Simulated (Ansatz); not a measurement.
Here is an Ansatz 0.2.0 calculation.

The input input.yaml:

```yaml
crystal:
  lattice:
    - [3.0292, 0.0, 0.0]
    - [-1.5146, 2.6233641531, 0.0]
    - [0.0, 0.0, 3.2284]
  atoms:
    - { symbol: Ti, position: [0.0, 0.0, 0.0] }
    - { symbol: B, position: [0.6666666667, 0.3333333333, 0.5] }
    - { symbol: B, position: [0.3333333333, 0.6666666667, 0.5] }
hamiltonian:
  xc: pbe
  pseudopotentials: { kind: paw }
kpoints:
  mp_grid: { grid: [10, 10, 8] }
scf:
  occupations: { method: gaussian, width: 0.027 }
output:
  forces: true
  stress: true
  eigenvalues: true
```

Potentials or basis: Ansatz PAW.

The run is started by

```bash
$ ansatz run input.yaml --threads 2 --pin off --max-ram 5632MiB --backend cpu --events-out ev --progress --plain --runs-dir out
```

Q: Estimate the pressure.

A: 0.3 GPa.

Q: Estimate the band gap on the k mesh.

A: None (metal or under the smearing width).

Stress tensor (GPa, compression positive):
```
0.33 0.00 0.00
0.00 0.33 0.00
0.00 0.00 0.25
```
